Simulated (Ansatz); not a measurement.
**Nickel, diamond under BLYP: ground state and equation of state**

The plan for nickel in the diamond structure: relax it, solve it on a dense k-mesh, then scale the cell to 7 volumes from 88 to 112 % of the relaxed one and try a fit of the equation of state. The start is ferromagnetic. The k-meshes are 11×11×11 for the relaxation; 17×17×17 for the dense run; 12×12×12 for the volumes.

This is Ni in the diamond structure; at room conditions it is fcc.

Program: Ansatz 0.2.0. Level of theory: DFT BLYP, plane waves (420 eV) with PAW, scalar-relativistic; PAW files made under PBE, frozen cores solved again for the functional. These are calculated values, not measurements.

## (1) The structure to begin with

Symmetry: Fd-3m, No. 227, cubic system. Conventional cell: a = 4.907 Å, b = 4.907 Å, c = 4.907 Å, α = 90.00°, β = 90.00°, γ = 90.00°. Ni (site symmetry -43m) has 4 Ni at 2.12 Å as nearest neighbours.

As a file:

```cif
data_structure
_symmetry_space_group_name_H-M 'P 1'
_symmetry_Int_Tables_number 1
_cell_length_a 3.4697
_cell_length_b 3.4697
_cell_length_c 3.4697
_cell_angle_alpha 60.000
_cell_angle_beta 60.000
_cell_angle_gamma 60.000
_cell_volume 29.54
loop_
_atom_site_label
_atom_site_type_symbol
_atom_site_fract_x
_atom_site_fract_y
_atom_site_fract_z
_atom_site_occupancy
Ni1 Ni 0.12500 0.12500 0.12500 1
Ni2 Ni 0.87500 0.87500 0.87500 1
```

The atoms start with moments of +0.8 ×2 μB.

## (2) Relaxation of the cell

input.yaml reads:

```yaml
crystal:
  lattice:
    - [0.0, 2.4534603088, 2.4534603088]
    - [2.4534603088, 0.0, 2.4534603088]
    - [2.4534603088, 2.4534603088, 0.0]
  atoms:
    - { symbol: Ni, position: [0.125, 0.125, 0.125], spin: 0.8 }
    - { symbol: Ni, position: [0.875, 0.875, 0.875], spin: 0.8 }
hamiltonian:
  xc: blyp
  pseudopotentials:
    kind: paw
    azcp:
      Ni: "pseudopotentials/Ni.paw.azcp"
basis:
  ecutwfc: 420
  fft_grid_basis: typed
kpoints:
  mp_grid: { grid: [11, 11, 11], shift: [0, 0, 0] }
magnetization:
  spin_polarized: true
scf:
  occupations: { method: fermi_dirac, width: 0.05 }
relax:
  max_steps: 60
  f_tol: 0.01
  cell: {}
```

The program printed:

```text
Warning: RAYON_NUM_THREADS=2 ignored (pool sized by the plan → 2); use --threads N
Engine: ansatz 0.2.0, aarch64-unknown-linux-gnu
Pseudopotentials: kind: paw
Pseudopotential: Ni, paw, valence charge 18, recommended cutoff 420 eV (normal), <dir>
Functional definition: BLYP
  parameter beta = 0.0042
  parameter a = 0.04918
  parameter b = 0.132
  parameter c = 0.2533
  parameter d = 0.349
  exchange = b88_x(beta = beta)
  correlation = lyp_c(a = a, b = b, c = c, d = d)
Crystal: 2 atoms, lattice volume = 29.537 Å³
Basis set: ecut = 420 eV, 561 PW (Γ), exchange–correlation on 48×48×48 points (8 copies of the dense FFT grid, shifted against one another)
Bands: 23, of which v1, the nominal top of the filled ones, is band 18 counted from 1 (17 counted from 0)
Symmetry: 48 space group operations
Space group: Fd-3m (ITA 227), of the structure as read, at distance tolerance 3.1e-5 Å
Magnetic group: BNS 227.128 (UNI 1630), of the structure as read, at distance tolerance 3.1e-5 Å
k-points: 56 of 1331
Non-local potential: Ni, projectors of the file, l = 0: 3, l = 1: 2, l = 2: 3, l = 3: 1
PAW form: soft (Blöchl's): semilocal exchange-correlation on the pseudo side does not see the compensation charge
PAW frozen core: Ni, regenerated for the run's functional, and the local potential with it (the file was generated under x = pbe(κ = 0.804, μ = 0.2195149727645171), c = pbe(β = 0.06672455060314922))
PAW one-centre angular grid: Ni, 590 points (default); XC on 64 Gauss nodes
Initial density: superposition of atomic densities (chi_scale 0.1, normalization cell)
Starting moments: Σ|m| = 1.6 μB on 2 of 2 sites
Initial wavefunctions: pseudopotential atomic-orbital guess
Functional: x = b88, c = lyp
iter 1 solved again at ethr=6.46e-4 eV; its pass at ethr=3.10e-3 eV (dr2=2.33e-1 eV) is discarded
SCF iter   1: F=—  HF=-11691.557988 eV  |F-HF|=—  |Δ(HF+E_count)|=         —  Δρ=3.66e-2 (↑2.56e-2 ↓3.66e-2)  dr2=2.36e-1  dr2_m=1.90e-1  M=1.703 μB ∫|m|=1.787 μB  β_m=0.30  ethr=6.46e-4  ⟨swp⟩=1.0  Hψ=13475  notcnv=0
Mixer restart at iter 1: flushing history
preconditioner: auto → Kerker (q_TF=auto, 2.820 Å⁻¹)  [metal: Δε(μ)=0.018 eV  Ē_g=7.601 eV  σ=0.050 eV  W_gap=0.09  n_scr=14 (ndim 8)  ℏωp=30.6 eV  f_vac=0.000  D(μ)=2.65/eV (n_scr^D=26)]
spin=Collinear: Kerker preconditioning applied to the charge; magnetization (m = ρ↑ − ρ↓) channel mixes plain (no charge-response kernel on spin).
SCF iter   2: F=—  HF=-11692.475187 eV  |F-HF|=—  |Δ(HF+E_count)|=         —  Δρ=3.64e-2 (↑3.64e-2 ↓1.62e-2)  dr2=3.96e-1  dr2_m=1.21e-1  M=1.706 μB ∫|m|=1.821 μB  β_m=0.30  ethr=6.46e-4  ⟨swp⟩=2.0  Hψ=2976  notcnv=0
Mixer restart at iter 2: flushing history
SCF iter   3: F=—  HF=-11693.325652 eV  |F-HF|=—  |Δ(HF+E_count)|=   8.50e-1  Δρ=2.86e-2 (↑2.86e-2 ↓1.21e-2)  dr2=3.73e-1  dr2_m=5.15e-2  M=1.688 μB ∫|m|=1.803 μB  β_m=0.64  ethr=6.46e-4  ⟨swp⟩=2.3  Hψ=3615  notcnv=0
SCF iter   4: F=—  HF=-11694.601518 eV  |F-HF|=—  |Δ(HF+E_count)|=    1.28e0  Δρ=1.28e-2 (↑8.85e-3 ↓1.28e-2)  dr2=9.68e-2  dr2_m=1.91e-2  M=1.538 μB ∫|m|=1.674 μB  β_m=0.82  ethr=6.46e-4  ⟨swp⟩=3.4  Hψ=5644  notcnv=0
SCF iter   5: F=—  HF=-11694.580071 eV  |F-HF|=—  |Δ(HF+E_count)|=   2.14e-2  Δρ=8.77e-3 (↑8.44e-3 ↓8.77e-3)  dr2=8.88e-2  dr2_m=2.77e-5  M=1.531 μB ∫|m|=1.665 μB  β_m=0.82  ethr=2.69e-4  ⟨swp⟩=2.1  Hψ=4987  notcnv=0  defer=1
SCF iter   6: F=—  HF=-11694.585361 eV  |F-HF|=—  |Δ(HF+E_count)|=   5.29e-3  Δρ=1.90e-2 (↑6.63e-3 ↓1.90e-2)  dr2=9.19e-2  dr2_m=1.26e-2  M=1.581 μB ∫|m|=1.712 μB  β_m=0.62  ethr=2.47e-4  ⟨swp⟩=3.2  Hψ=4918  notcnv=0  defer=1
SCF iter   7: F=—  HF=-11694.576945 eV  |F-HF|=—  |Δ(HF+E_count)|=   8.42e-3  Δρ=1.44e-2 (↑5.54e-3 ↓1.44e-2)  dr2=6.07e-2  dr2_m=6.07e-3  M=1.581 μB ∫|m|=1.712 μB  β_m=0.81  ethr=2.47e-4  ⟨swp⟩=2.0  Hψ=3724  notcnv=0  defer=2
SCF iter   8: F=—  HF=-11694.568479 eV  |F-HF|=—  |Δ(HF+E_count)|=   8.47e-3  Δρ=2.79e-3 (↑2.45e-3 ↓2.79e-3)  dr2=4.21e-3  dr2_m=9.26e-6  M=1.577 μB ∫|m|=1.708 μB  β_m=0.90  ethr=1.69e-4  ⟨swp⟩=2.1  Hψ=4121  notcnv=0  defer=2
SCF iter   9: F=—  HF=-11694.567755 eV  |F-HF|=—  |Δ(HF+E_count)|=   7.24e-4  Δρ=3.21e-4 (↑2.36e-4 ↓3.21e-4)  dr2=1.73e-5  dr2_m=1.84e-5  M=1.571 μB ∫|m|=1.703 μB  β_m=0.95  ethr=1.17e-5  ⟨swp⟩=2.0  Hψ=4228  notcnv=0  defer=2
SCF iter  10: F=—  HF=-11694.567791 eV  |F-HF|=—  |Δ(HF+E_count)|=   3.62e-5  Δρ=1.24e-4 (↑6.03e-5 ↓1.24e-4)  dr2=5.88e-6  dr2_m=3.70e-7  M=1.571 μB ∫|m|=1.703 μB  β_m=0.98  ethr=4.81e-8  ⟨swp⟩=2.0  Hψ=3763  notcnv=0  defer=2
SCF iter  11: F=—  HF=-11694.567794 eV  |F-HF|=—  |Δ(HF+E_count)|=   2.92e-6  Δρ=2.72e-5 (↑1.21e-5 ↓2.72e-5)  dr2=2.64e-7  dr2_m=2.34e-8  M=1.571 μB ∫|m|=1.703 μB  β_m=0.99  ethr=1.63e-8  ⟨swp⟩=2.0  Hψ=3701  notcnv=0  defer=2
SCF iter  12: F=—  HF=-11694.567794 eV  |F-HF|=—  |Δ(HF+E_count)|=   2.04e-7  Δρ=3.26e-6 (↑1.29e-6 ↓3.26e-6)  dr2=2.82e-9  dr2_m=8.23e-10  M=1.571 μB ∫|m|=1.703 μB  β_m=0.99  ethr=7.34e-10  ⟨swp⟩=2.0  Hψ=3740  notcnv=0  defer=2
SCF iter  13: F=-11694.567794 eV  HF=-11694.567794 eV  |F-HF|=1.82e-10  |Δ(HF+E_count)|=   5.13e-9  Δρ=5.67e-7 (↑3.49e-7 ↓5.67e-7)  dr2=1.34e-10  dr2_m=5.52e-12  M=1.571 μB ∫|m|=1.703 μB  ethr=7.83e-12  ⟨swp⟩=1.6  Hψ=7763  notcnv=0
SCF 1 converged in 13 iterations: F = -11694.567794 eV  dr2 = 1.34e-10
relax step   1: F+E_penalty+E_count = -11694.56779384 eV  Δ(F+E_penalty+E_count) = +0.000e0 eV  max|allowed force component| = 2.776e-17 eV/Å  Δτ_max = 0.0000 Å  P = +19.508 GPa  Ω = 29.537 Å³  (13 SCF iters, dr2 threshold 1.00e-7 eV, accepted)
Crystal: 2 atoms, lattice volume = 32.110 Å³
Basis set: ecut = 420 eV, 609 PW (Γ), exchange–correlation on 48×48×48 points (8 copies of the dense FFT grid, shifted against one another)
Initial density: handed on by an earlier stage of this run
Starting moments: Σ|m| = 1.6 μB on 2 of 2 sites; this step starts from the density that it was given
Initial wavefunctions: those handed on with the density
iter 1 solved again at ethr=2.02e-5 eV; its pass at ethr=3.10e-3 eV (dr2=7.29e-3 eV) is discarded
SCF iter   1: F=—  HF=-11694.776272 eV  |F-HF|=—  |Δ(HF+E_count)|=         —  Δρ=5.94e-3 (↑1.99e-3 ↓5.94e-3)  dr2=8.90e-3  dr2_m=1.87e-3  M=1.541 μB ∫|m|=1.701 μB  β_m=0.30  ethr=2.02e-5  ⟨swp⟩=2.0  Hψ=15405  notcnv=0
preconditioner: auto → Kerker (q_TF=auto, 2.781 Å⁻¹)  [metal: Δε(μ)=0.007 eV  Ē_g=7.769 eV  σ=0.050 eV  W_gap=0.04  n_scr=14 (ndim 8)  ℏωp=29.3 eV  f_vac=0.073  D(μ)=3.61/eV (n_scr^D=58)]
spin=Collinear: Kerker preconditioning applied to the charge; magnetization (m = ρ↑ − ρ↓) channel mixes plain (no charge-response kernel on spin).
SCF iter   2: F=—  HF=-11694.774118 eV  |F-HF|=—  |Δ(HF+E_count)|=   2.15e-3  Δρ=1.78e-3 (↑1.51e-3 ↓1.78e-3)  dr2=2.14e-3  dr2_m=2.88e-4  M=1.557 μB ∫|m|=1.713 μB  β_m=0.35  ethr=2.02e-5  ⟨swp⟩=2.4  Hψ=3573  notcnv=0
SCF iter   3: F=—  HF=-11694.776676 eV  |F-HF|=—  |Δ(HF+E_count)|=   2.56e-3  Δρ=1.16e-3 (↑1.10e-3 ↓1.16e-3)  dr2=1.82e-3  dr2_m=4.22e-5  M=1.563 μB ∫|m|=1.717 μB  β_m=0.65  ethr=5.96e-6  ⟨swp⟩=1.0  Hψ=2576  notcnv=0
SCF iter   4: F=—  HF=-11694.780566 eV  |F-HF|=—  |Δ(HF+E_count)|=   3.89e-3  Δρ=2.00e-3 (↑7.32e-4 ↓2.00e-3)  dr2=2.32e-3  dr2_m=1.50e-4  M=1.580 μB ∫|m|=1.729 μB  β_m=0.50  ethr=5.06e-6  ⟨swp⟩=2.1  Hψ=3573  notcnv=0
SCF iter   5: F=—  HF=-11694.780750 eV  |F-HF|=—  |Δ(HF+E_count)|=   1.84e-4  Δρ=9.07e-4 (↑5.45e-4 ↓9.07e-4)  dr2=3.16e-4  dr2_m=1.59e-5  M=1.577 μB ∫|m|=1.727 μB  β_m=0.91  ethr=5.06e-6  ⟨swp⟩=2.0  Hψ=3757  notcnv=0
SCF iter   6: F=—  HF=-11694.780684 eV  |F-HF|=—  |Δ(HF+E_count)|=   6.65e-5  Δρ=6.72e-4 (↑1.97e-4 ↓6.72e-4)  dr2=1.22e-4  dr2_m=2.01e-5  M=1.577 μB ∫|m|=1.727 μB  β_m=0.96  ethr=8.76e-7  ⟨swp⟩=2.3  Hψ=3710  notcnv=0
SCF iter   7: F=—  HF=-11694.780668 eV  |F-HF|=—  |Δ(HF+E_count)|=   1.61e-5  Δρ=1.12e-4 (↑2.74e-5 ↓1.12e-4)  dr2=2.93e-6  dr2_m=7.88e-7  M=1.578 μB ∫|m|=1.727 μB  β_m=0.98  ethr=3.40e-7  ⟨swp⟩=2.2  Hψ=3508  notcnv=0
SCF iter   8: F=—  HF=-11694.780669 eV  |F-HF|=—  |Δ(HF+E_count)|=   1.24e-6  Δρ=4.31e-6 (↑3.90e-6 ↓4.31e-6)  dr2=1.35e-8  dr2_m=3.00e-10  M=1.578 μB ∫|m|=1.727 μB  β_m=0.99  ethr=8.13e-9  ⟨swp⟩=2.1  Hψ=3756  notcnv=0
SCF iter   9: F=-11694.780669 eV  HF=-11694.780669 eV  |F-HF|=4.32e-9  |Δ(HF+E_count)|=   4.85e-8  Δρ=4.53e-6 (↑1.76e-6 ↓4.53e-6)  dr2=7.07e-9  dr2_m=6.67e-10  M=1.578 μB ∫|m|=1.727 μB  ethr=3.74e-11  ⟨swp⟩=2.1  Hψ=8745  notcnv=0
SCF 2 converged in 9 iterations: F = -11694.780669 eV  dr2 = 7.07e-9
relax step   2: F+E_penalty+E_count = -11694.78066884 eV  Δ(F+E_penalty+E_count) = -2.129e-1 eV  max|allowed force component| = 1.388e-16 eV/Å  Δτ_max = 0.0000 Å  P = +7.949 GPa  Ω = 32.110 Å³  energy of the carried Pulay correction = -1.118e-3 eV  (9 SCF iters, dr2 threshold 2.00e-7 eV, accepted)
Crystal: 2 atoms, lattice volume = 34.153 Å³
Basis set: ecut = 420 eV, 645 PW (Γ), exchange–correlation on 48×48×48 points (8 copies of the dense FFT grid, shifted against one another)
iter 1 solved again at ethr=9.27e-6 eV; its pass at ethr=3.10e-3 eV (dr2=3.34e-3 eV) is discarded
SCF iter   1: F=—  HF=-11694.837396 eV  |F-HF|=—  |Δ(HF+E_count)|=         —  Δρ=4.04e-3 (↑1.50e-3 ↓4.04e-3)  dr2=4.75e-3  dr2_m=8.30e-4  M=1.559 μB ∫|m|=1.729 μB  β_m=0.30  ethr=9.27e-6  ⟨swp⟩=2.0  Hψ=15453  notcnv=0
eigensolver tolerance schedule calibrated: the retry pair's looser diagonalisation under-reported the residual by θ = 0.30 (0.12/decade); ethr = c·dr2/N_el runs at the constant in force after the calibration composes with the one it found (an armed cap, an earlier calibration), c = 7.2e-2
preconditioner: auto → Kerker (q_TF=auto, 2.752 Å⁻¹)  [metal: Δε(μ)=0.004 eV  Ē_g=7.390 eV  σ=0.050 eV  W_gap=0.02  n_scr=14 (ndim 8)  ℏωp=28.4 eV  f_vac=0.097  D(μ)=3.90/eV (n_scr^D=58)]
spin=Collinear: Kerker preconditioning applied to the charge; magnetization (m = ρ↑ − ρ↓) channel mixes plain (no charge-response kernel on spin).
SCF iter   2: F=—  HF=-11694.836087 eV  |F-HF|=—  |Δ(HF+E_count)|=   1.31e-3  Δρ=1.36e-3 (↑9.89e-4 ↓1.36e-3)  dr2=1.24e-3  dr2_m=1.45e-4  M=1.569 μB ∫|m|=1.737 μB  β_m=0.38  ethr=9.27e-6  ⟨swp⟩=2.3  Hψ=3468  notcnv=0
SCF iter   3: F=—  HF=-11694.837122 eV  |F-HF|=—  |Δ(HF+E_count)|=   1.03e-3  Δρ=8.04e-4 (↑6.93e-4 ↓8.04e-4)  dr2=8.76e-4  dr2_m=1.93e-5  M=1.574 μB ∫|m|=1.740 μB  β_m=0.64  ethr=2.47e-6  ⟨swp⟩=2.3  Hψ=3622  notcnv=0
SCF iter   4: F=—  HF=-11694.838322 eV  |F-HF|=—  |Δ(HF+E_count)|=   1.20e-3  Δρ=1.29e-3 (↑5.22e-4 ↓1.29e-3)  dr2=1.13e-3  dr2_m=5.96e-5  M=1.584 μB ∫|m|=1.747 μB  β_m=0.49  ethr=1.75e-6  ⟨swp⟩=1.3  Hψ=2605  notcnv=0
SCF iter   5: F=—  HF=-11694.838412 eV  |F-HF|=—  |Δ(HF+E_count)|=   9.00e-5  Δρ=6.42e-4 (↑3.78e-4 ↓6.42e-4)  dr2=1.67e-4  dr2_m=8.46e-6  M=1.582 μB ∫|m|=1.745 μB  β_m=0.91  ethr=1.75e-6  ⟨swp⟩=2.0  Hψ=3749  notcnv=0
SCF iter   6: F=—  HF=-11694.838385 eV  |F-HF|=—  |Δ(HF+E_count)|=   2.67e-5  Δρ=3.65e-4 (↑1.32e-4 ↓3.65e-4)  dr2=3.96e-5  dr2_m=5.45e-6  M=1.583 μB ∫|m|=1.746 μB  β_m=0.96  ethr=3.34e-7  ⟨swp⟩=2.0  Hψ=3723  notcnv=0
SCF iter   7: F=—  HF=-11694.838378 eV  |F-HF|=—  |Δ(HF+E_count)|=   7.24e-6  Δρ=3.26e-5 (↑1.37e-5 ↓3.26e-5)  dr2=3.62e-7  dr2_m=7.49e-8  M=1.583 μB ∫|m|=1.746 μB  β_m=0.98  ethr=7.90e-8  ⟨swp⟩=2.0  Hψ=3666  notcnv=0
SCF iter   8: F=-11694.838378 eV  HF=-11694.838378 eV  |F-HF|=1.64e-8  |Δ(HF+E_count)|=   4.64e-7  Δρ=1.01e-5 (↑4.62e-6 ↓1.01e-5)  dr2=4.44e-8  dr2_m=3.03e-9  M=1.583 μB ∫|m|=1.746 μB  ethr=3.99e-10  ⟨swp⟩=2.9  Hψ=10099  notcnv=0
SCF 3 converged in 8 iterations: F = -11694.838378 eV  dr2 = 4.44e-8
relax step   3: F+E_penalty+E_count = -11694.83837808 eV  Δ(F+E_penalty+E_count) = -5.771e-2 eV  max|allowed force component| = 1.619e-16 eV/Å  Δτ_max = 0.0000 Å  P = +1.542 GPa  Ω = 34.153 Å³  energy of the carried Pulay correction = -1.941e-3 eV  (8 SCF iters, dr2 threshold 2.00e-7 eV, accepted)
[... 13 lines left out ...]
relax step   4: F+E_penalty+E_count = -11694.84095406 eV  Δ(F+E_penalty+E_count) = -2.576e-3 eV  max|allowed force component| = 1.527e-16 eV/Å  Δτ_max = 0.0000 Å  P = -0.044 GPa  Ω = 34.763 Å³  energy of the carried Pulay correction = -2.177e-3 eV  (9 SCF iters, dr2 threshold 2.00e-7 eV, accepted)
[... 15 lines left out ...]
relax step   5: F+E_penalty+E_count = -11694.84728250 eV  Δ(F+E_penalty+E_count) = -6.328e-3 eV  max|allowed force component| = 1.342e-16 eV/Å  Δτ_max = 0.0000 Å  P = +0.408 GPa  Ω = 34.763 Å³  stress off target by 4.08e-1 GPa  SCF on the basis re-selected at this cell (its energy is not comparable with the rows above)  (10 SCF iters)
[... 13 lines left out ...]
relax step   6: F+E_penalty+E_count = -11694.84746781 eV  Δ(F+E_penalty+E_count) = -1.853e-4 eV  max|allowed force component| = 1.180e-16 eV/Å  Δτ_max = 0.0000 Å  P = +0.053 GPa  Ω = 34.923 Å³  energy of the carried Pulay correction = -4.301e-5 eV  (7 SCF iters, dr2 threshold 2.00e-7 eV, accepted)
[... 11 lines left out ...]
relax step   7: F+E_penalty+E_count = -11694.84746521 eV  Δ(F+E_penalty+E_count) = +2.603e-6 eV  max|allowed force component| = 1.156e-16 eV/Å  Δτ_max = 0.0000 Å  P = +0.002 GPa  Ω = 34.946 Å³  energy of the carried Pulay correction = -4.953e-5 eV  (7 SCF iters, dr2 threshold 7.04e-9 eV, accepted)
iter 1 solved again at ethr=3.38e-8 eV; its pass at ethr=3.10e-3 eV (dr2=1.22e-5 eV) is discarded
SCF iter   1: F=—  HF=-11694.847515 eV  |F-HF|=—  |Δ(HF+E_count)|=         —  Δρ=1.36e-5 (↑6.97e-6 ↓1.36e-5)  dr2=3.62e-8  dr2_m=4.76e-9  M=1.587 μB ∫|m|=1.756 μB  β_m=0.65  ethr=3.38e-8  ⟨swp⟩=3.0  Hψ=17936  notcnv=0
SCF iter   2: F=—  HF=-11694.847516 eV  |F-HF|=—  |Δ(HF+E_count)|=   1.03e-6  Δρ=8.04e-6 (↑7.70e-6 ↓8.04e-6)  dr2=4.91e-8  dr2_m=9.43e-11  M=1.587 μB ∫|m|=1.756 μB  β_m=0.30  ethr=1.01e-10  ⟨swp⟩=2.0  Hψ=4620  notcnv=0
SCF iter   3: F=—  HF=-11694.847516 eV  |F-HF|=—  |Δ(HF+E_count)|=   1.39e-7  Δρ=4.63e-6 (↑2.59e-6 ↓4.63e-6)  dr2=1.83e-9  dr2_m=5.65e-10  M=1.587 μB ∫|m|=1.756 μB  β_m=0.39  ethr=1.01e-10  ⟨swp⟩=2.1  Hψ=3811  notcnv=0
SCF iter   4: F=—  HF=-11694.847517 eV  |F-HF|=—  |Δ(HF+E_count)|=   3.31e-7  Δρ=1.27e-6 (↑5.59e-7 ↓1.27e-6)  dr2=5.66e-10  dr2_m=7.42e-11  M=1.587 μB ∫|m|=1.756 μB  β_m=0.69  ethr=5.09e-12  ⟨swp⟩=1.8  Hψ=2753  notcnv=0
SCF iter   5: F=—  HF=-11694.847517 eV  |F-HF|=—  |Δ(HF+E_count)|=   1.51e-8  Δρ=7.57e-7 (↑3.21e-7 ↓7.57e-7)  dr2=9.27e-11  dr2_m=7.74e-11  M=1.587 μB ∫|m|=1.756 μB  β_m=0.85  ethr=1.57e-12  ⟨swp⟩=2.9  Hψ=5087  notcnv=0
SCF iter   6: F=—  HF=-11694.847517 eV  |F-HF|=—  |Δ(HF+E_count)|=   3.17e-9  Δρ=2.83e-7 (↑4.52e-8 ↓2.83e-7)  dr2=2.36e-11  dr2_m=5.08e-12  M=1.587 μB ∫|m|=1.756 μB  β_m=0.87  ethr=1.00e-12  ⟨swp⟩=2.5  Hψ=4887  notcnv=0
SCF iter   7: F=—  HF=-11694.847517 eV  |F-HF|=—  |Δ(HF+E_count)|=  1.27e-11  Δρ=5.32e-8 (↑2.40e-8 ↓5.32e-8)  dr2=1.21e-12  dr2_m=1.12e-13  M=1.587 μB ∫|m|=1.756 μB  β_m=0.93  ethr=1.00e-12  ⟨swp⟩=1.9  Hψ=3107  notcnv=0
SCF iter   8: F=-11694.847517 eV  HF=-11694.847517 eV  |F-HF|=7.28e-12  |Δ(HF+E_count)|=  5.46e-12  Δρ=1.48e-8 (↑6.61e-9 ↓1.48e-8)  dr2=9.33e-14  dr2_m=7.57e-15  M=1.587 μB ∫|m|=1.756 μB  ethr=1.00e-12  ⟨swp⟩=3.2  Hψ=9713  notcnv=0
SCF 8 converged in 8 iterations: F = -11694.847517 eV  dr2 = 9.33e-14
relax step   8: F+E_penalty+E_count = -11694.84751653 eV  Δ(F+E_penalty+E_count) = -5.132e-5 eV  max|allowed force component| = 1.272e-16 eV/Å  Δτ_max = 0.0000 Å  P = -0.002 GPa  Ω = 34.946 Å³  stress off target by 2.49e-3 GPa  SCF on the basis re-selected at this cell (its energy is not comparable with the rows above)  (8 SCF iters)
basis re-selected at this cell: Δ(F+E_penalty+E_count) = -5.132e-5 eV, ΔP = -0.004 GPa vs the last step (what re-selecting the basis moved, of the pressure what is left beyond the Pulay correction that the steps carried, after the strain that the cell walked since its last selection, with what the two solves' SCF thresholds leave and, on support functions, any second-order correction that the steps lacked; it is no measure of the basis error at this ecutwfc). This SCF's stress stands 2.49e-3 GPa from its target on what of the cell is left free (relax.cell.stress_tol is 5.00e-2 GPa) and its largest allowed force component is 1.27e-16 eV/Å (relax.f_tol is 1.00e-2 eV/Å): within both
SCF converged after 8 iterations
Magnetization: 1.5873 μB (18.7936 up, 17.2064 down)
Absolute magnetization: 1.7578 μB (∫|ρ↑−ρ↓|, with the PAW one-centre terms)
Spin contamination: 0.0210 ħ² per cell (⟨S²⟩ above its minimum at these occupations)
Per-site moments (μB) at R_I (Å): [(0.825339496739962, 0.9269918976780971), (0.8253394967399615, 0.9269918976780971)]
Free energy (F): -11694.847517 eV
Harris-Foulkes:  -11694.847517 eV  (|F-HF|=7.28e-12)
Internal energy: -11694.814700 eV  (E = F + TS)
E sigma→0 (E₀):  -11694.831108 eV
Entropy (-TS):   -0.032817 eV (-16.408 meV/atom)
Fermi energy:    10.070526 eV
--- Per-component energies (eV) ---
  E_band       = -852.285631
  E_kinetic    = 563.671710
  E_local      = -9051.492684  (includes V_loc(G=0)·N_el)
  E_nonlocal   = 1267.893941
  E_hartree    = 3817.588867
  E_xc         = -163.350156
  E_vxc        = -209.694173  (∫ρ·V_xc dr)
  E_paw        = -3286.562003  (= ΣΔE_a)
  E_vpaw       = -1057.842904  (= ΣTr[D̂ρ^β])
  E_aug_tail   = 0.000709  (compensation charges beyond the density's cutoff)
  E_ewald      = -4842.572757
  E_core_change = 0.007674  (= ΣΔE_core)
  E_smearing   = -0.032817  (= −TS)
  E_closure    = 0.000000  (closes the sum)
  Σ components = -11694.847517   (vs F -11694.847517, Δ=0.00e0)
--- Forces (eV/Å), atoms counted from 1 ---
  atom   1  Ni     0.00000000     0.00000000     0.00000000
  atom   2  Ni    -0.00000000    -0.00000000    -0.00000000
  max |Σ_I F_I| component: 4.16e-17 eV/Å
--- Stress (GPa, compression-positive) ---
       -0.002493       0.000000       0.000000
        0.000000      -0.002493       0.000000
        0.000000       0.000000      -0.002493
  P = ⅓ Tr σ = -0.0025 GPa (-0.025 kbar)
--- Relaxed structure (6 steps of the walk, 6 accepted, 2 SCFs on fresh bases) ---
  F+E_penalty+E_count = -11694.84751653 eV   max|allowed force component| = 1.272e-16 eV/Å   (the final SCF, on the basis selected at the relaxed cell)
  cell:  # Å, volume = 34.9457 Å³
    - [1.3359429013381133e-33, 2.5949043474475215, 2.5949043474475215]
    - [2.5949043474475215, 3.680610095423624e-33, 2.5949043474475215]
    - [2.5949043474475215, 2.5949043474475215, 3.871686593120508e-33]
  atoms:
    - { symbol: Ni, position: [0.125, 0.125, 0.125] }
    - { symbol: Ni, position: [0.875, 0.875, 0.875] }
```

Run time: 18 s. Hardware: 2 threads of Arm Neoverse V2, shared host; peak memory 0.34 GiB.

Step by step:

```csv
step,energy change (meV/atom),largest force (eV/Å),pressure (GPa),volume (Å³/atom)
1,0.00,0.0000,19.51,14.769
2,-106.44,0.0000,7.95,16.055
3,-135.29,0.0000,1.54,17.077
4,-136.58,0.0000,-0.04,17.381
5,-139.74,0.0000,0.41,17.381
6,-139.84,0.0000,0.05,17.461
7,-139.84,0.0000,0.00,17.473
8,-139.86,0.0000,0.00,17.473
```

Steps that repeat a cell are solved on a basis chosen anew, so their changes of energy are no gain of the relaxation.

Changes in the cell that was computed:

|  | before | after | change |
| --- | --- | --- | --- |
| a (Å) | 3.470 | 3.670 | +5.8 % |
| b (Å) | 3.470 | 3.670 | +5.8 % |
| c (Å) | 3.470 | 3.670 | +5.8 % |
| volume (Å³/atom) | 14.769 | 17.473 | +18.3 % |
| shortest distance (Å) | 2.125 | 2.247 | +5.8 % |
| space group (spins left aside) | Fd-3m | Fd-3m | same |

[end of part 1 of 3]
